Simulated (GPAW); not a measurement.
GaN:

```
Ga N
1.0
     3.18000    0.00000    0.00000
    -1.59000    2.75396    0.00000
     0.00000    0.00000    5.16600
Ga N
2 2
Direct
  0.66667 0.33333 0.50000
  0.33333 0.66667 0.00000
  0.66667 0.33333 0.87500
  0.33333 0.66667 0.37500
```

| Item | Value |
| --- | --- |
| Program | GPAW 26.7.0 |
| Task | relaxation of cell and atoms |
| Functional | r2SCAN |
| Dispersion | D3(BJ) |
| Potentials or basis | GPAW PAW data sets (gpaw-data 1.2.1) |
| Cutoff | 800 eV |
| Basis | pw |
| k mesh | 7 × 7 × 4 |
| Occupations | fermi-dirac, width 0.05 eV |
| Spin | no spin polarisation |

At the start: pressure 5.5 GPa; volume 11.31 Å³/atom.

Task: Where does the relaxation end?

Result: Over 6 steps the energy falls by 6.0 meV/atom and the volume is 11.58 Å³/atom (+2.4 %); space group P6_3mc (No. 186, to 0.05 Å).

Step by step:
```csv
step,energy change (eV),largest force (eV/Å),pressure (GPa),volume (Å³)
1,0.0000,0.1848,5.47,45.24
2,-0.0081,0.0889,4.46,45.43
3,-0.0214,0.0973,1.23,46.07
4,-0.0230,0.0808,0.47,46.22
5,-0.0240,0.0276,-0.05,46.33
6,-0.0240,0.0068,-0.04,46.33
```

Final structure:
```
CELL_PARAMETERS angstrom
3.20430 0.00000 0.00000
-1.60215 2.77501 0.00000
0.00000 0.00000 5.21016
ATOMIC_POSITIONS crystal
Ga 0.66667 0.33333 0.49888
Ga 0.33333 0.66667 0.99888
N 0.66667 0.33333 0.87591
N 0.33333 0.66667 0.37588
```

Caveat: the data sets keep Ga 3d, Li 1s and Be 1s frozen, and some such compounds lay over 1.5 % in volume off other programs; later steps reuse the first step's grids; the PAW data sets were made with another functional, which shifts forces and pressure a little.
